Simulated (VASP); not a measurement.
# A VASP 6.6.1 single-point calculation on MgS

INCAR

```
ALGO = Normal
NSW = 0
METAGGA = R2SCAN
LWAVE = .FALSE.
LCHARG = .FALSE.
EDIFF = 1E-7
NBANDS = 11
PREC = Accurate
SIGMA = 0.01
LREAL = .FALSE.
IBRION = -1
ISIF = 2
ISMEAR = 0
NELECT = 8.1
LASPH = .TRUE.
NELM = 120
ENCUT = 520
```

KPOINTS

```
KPOINTS created by Atomic Simulation Environment
0
Gamma
8 8 8
0 0 0
```

POSCAR

```
Mg S
 1.0000000000000000
     0.0000000000000000    2.7315938338999999    2.7315938338999999
     2.7315938338999999    0.0000000000000000    2.7315938338999999
     2.7315938338999999    2.7315938338999999    0.0000000000000000
 Mg  S
   1   1
Cartesian
  0.0000000000000000  0.0000000000000000  0.0000000000000000
  2.7315938338999994  2.7315938338999994  2.7315938338999994
```

The recommended PBE PAW datasets give the neutral cell 8 valence electrons.

Command

```
mpirun -np 1 vasp_std
```

OSZICAR

```
N       E                     dE             d eps       ncg     rms          rms(c)
DAV:   1     0.148907914101E+02    0.14891E+02   -0.36627E+03   670   0.603E+02
DAV:   2    -0.148544338256E+02   -0.29745E+02   -0.28380E+02   798   0.103E+02
DAV:   3    -0.165379924734E+02   -0.16836E+01   -0.16795E+01   822   0.249E+01
DAV:   4    -0.165498089466E+02   -0.11816E-01   -0.11815E-01   755   0.252E+00
DAV:   5    -0.165499211580E+02   -0.11221E-03   -0.11221E-03   791   0.241E-01    0.474E+00
DAV:   6    -0.147287077423E+02    0.18212E+01   -0.12356E+00   716   0.556E+00    0.401E+00
DAV:   7    -0.147374517474E+02   -0.87440E-02   -0.19235E-01   745   0.218E+00    0.231E+00
DAV:   8    -0.147422662229E+02   -0.48145E-02   -0.14486E-02   695   0.861E-01    0.268E-01
DAV:   9    -0.147419266467E+02    0.33958E-03   -0.11968E-03   764   0.152E-01    0.124E-01
DAV:  10    -0.147419714819E+02   -0.44835E-04   -0.22640E-04   713   0.123E-01    0.147E-01
DAV:  11    -0.147419795010E+02   -0.80191E-05   -0.82183E-06   769   0.180E-02    0.840E-03
DAV:  12    -0.147419788936E+02    0.60747E-06   -0.18895E-07   755   0.301E-03    0.132E-02
DAV:  13    -0.147419793506E+02   -0.45705E-06   -0.77313E-08   605   0.268E-03    0.720E-04
DAV:  14    -0.147419793322E+02    0.18375E-07   -0.29917E-09   409   0.548E-04
   1 F= -.14741979E+02 E0= -.14741921E+02  d E =-.116653E-03
```

From OUTCAR

```
k-points           NKPTS =     29   k-points in BZ     NKDIM =     29   number of bands    NBANDS=     11

   NELECT =       8.1000    total number of electrons

   dimension x,y,z NGX =    30 NGY =   30 NGZ =   30
   dimension x,y,z NGXF=    60 NGYF=   60 NGZF=   60

  energy-cutoff  :      520.00
  volume of cell :       40.76
      direct lattice vectors                 reciprocal lattice vectors
     0.000000000  2.731593834  2.731593834    -0.183043318  0.183043318  0.183043318
     2.731593834  0.000000000  2.731593834     0.183043318 -0.183043318  0.183043318
     2.731593834  2.731593834  0.000000000     0.183043318  0.183043318 -0.183043318

 k-points in reciprocal lattice and weights: KPOINTS created by Atomic Simulation Env
   0.00000000  0.00000000  0.00000000       0.002
   0.12500000  0.00000000  0.00000000       0.016
   0.25000000  0.00000000  0.00000000       0.016
   0.37500000  0.00000000  0.00000000       0.016
   0.50000000  0.00000000  0.00000000       0.008
   0.12500000  0.12500000  0.00000000       0.012
   0.25000000  0.12500000  0.00000000       0.047
   0.37500000  0.12500000  0.00000000       0.047
   ...

 E-fermi :   5.9044

 k-point     1 :       0.0000    0.0000    0.0000
  band No.  band energies     occupation
      1     -10.1766      2.00000
      2       2.2426      2.00000
      3       2.2426      2.00000
      4       2.2426      2.00000
      5       5.7157      2.00000
      6      10.8120      0.00000
      7      10.8120      0.00000
      8      10.8120      0.00000
      9      12.9719      0.00000
     10      12.9719      0.00000
     11      15.2525      0.00000

 k-point     2 :       0.1250    0.0000    0.0000
  band No.  band energies     occupation
      1     -10.0555      2.00000
      2       1.3241      2.00000
      3       2.1646      2.00000
      4       2.1646      2.00000
      5       6.5093      0.00000
      6      10.4255      0.00000
      7      10.9996      0.00000
      8      10.9996      0.00000
      9      12.2842      0.00000
     10      12.2842      0.00000
     11      14.8545      0.00000

 k-point     3 :       0.2500    0.0000    0.0000
  band No.  band energies     occupation
      1      -9.7349      2.00000
      2      -0.2079      2.00000
      3       1.9911      2.00000
      4       1.9911      2.00000
      5       7.3020      0.00000
      6      10.4559      0.00000
      7      10.4559      0.00000
      8      10.5707      0.00000
      9      12.9132      0.00000
     10      12.9132      0.00000
     11      14.1631      0.00000

 k-point     4 :       0.3750    0.0000    0.0000
  band No.  band energies     occupation
      1      -9.3607      2.00000
      2      -1.4331      2.00000
      3       1.8349      2.00000
      4       1.8349      2.00000
      5       7.2825      0.00000
      6       9.7712      0.00000
      7       9.7712      0.00000
      8      11.5259      0.00000
      9      14.0729      0.00000
     10      14.7656      0.00000
     11      14.7656      0.00000

 k-point     5 :       0.5000    0.0000    0.0000
  band No.  band energies     occupation
      1      -9.1840      2.00000
      2      -1.9085      2.00000
      3       1.7745      2.00000
      4       1.7745      2.00000
      5       7.1947      0.00000
      6       9.5249      0.00000
      7       9.5249      0.00000
      8      11.8365      0.00000
      9      14.6129      0.00000
     10      16.7462      0.00000
     11      16.7463      0.00000

 ...

  Total       -1.2784340     -1.2784340     -1.2784340     -0.0000000     -0.0000000      0.0000000
  in kB      -50.2470449    -50.2470449    -50.2470449     -0.0000000     -0.0000000      0.0000000
  external PRESSURE =     -50.2470449 kB  Pullay stress =       0.0000000 kB

 POSITION                                       TOTAL-FORCE (eV/Angst)
 -----------------------------------------------------------------------------------
      0.00000      0.00000      0.00000         0.000000     -0.000000      0.000000
      2.73159      2.73159      2.73159        -0.000000      0.000000     -0.000000
 -----------------------------------------------------------------------------------
    total drift:                               -0.000000     -0.000000      0.000000

  FREE ENERGIE OF THE ION-ELECTRON SYSTEM (eV)
  ---------------------------------------------------
  free  energy   TOTEN  =       -14.7419793322 eV

  energy  without entropy=      -14.7418626796  energy(sigma->0) =      -14.74192101
```

It converged. Results: pressure -5.0 GPa.

The cell is charged and sits in a uniform background.

For comparison, a separate r²SCAN run of the intended cell, on usual settings and not on those above, gives a gap of 3.10 eV on its mesh and a pressure of -9.0 GPa.

The run above took about 49 s on one core of a shared host (Intel Xeon Platinum 8488C) and held 0.17 GiB at most.
